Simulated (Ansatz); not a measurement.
# Notes on Ge

```
Ge
1.0
     0.00000    2.05333    2.05333
     2.05333    0.00000    2.05333
     2.05333    2.05333    0.00000
Ge
1
Direct
  0.00000 0.00000 0.00000
```

Method: r2SCAN, no spin polarisation; PAW, plane waves to 500 eV, 14×14×14 Γ-centred mesh, fermi-dirac occupations (width 0.1 eV) (Ansatz 0.2.0), atoms fixed.

What happens at the Fermi level?

It is a metal, with about 0.41 states/eV a cell as the mean within 0.25 eV of the Fermi level, mostly Ge p (77 %) and Ge s (19 %).

What does the stress say?

The pressure is 7.8 GPa (compression positive), so with the atoms held at these fractions the cell would first expand.

What do density and ELF say about some of the short contacts?

Ge–Ge at 2.90 Å: least valence density 0.22 e/Å³ and ELF 0.38 there. These are pseudo-fields; inside the PAW spheres they differ from the all-electron ones.

Origin: a known structure type with other elements, at an estimated volume, so it need not be a known compound.
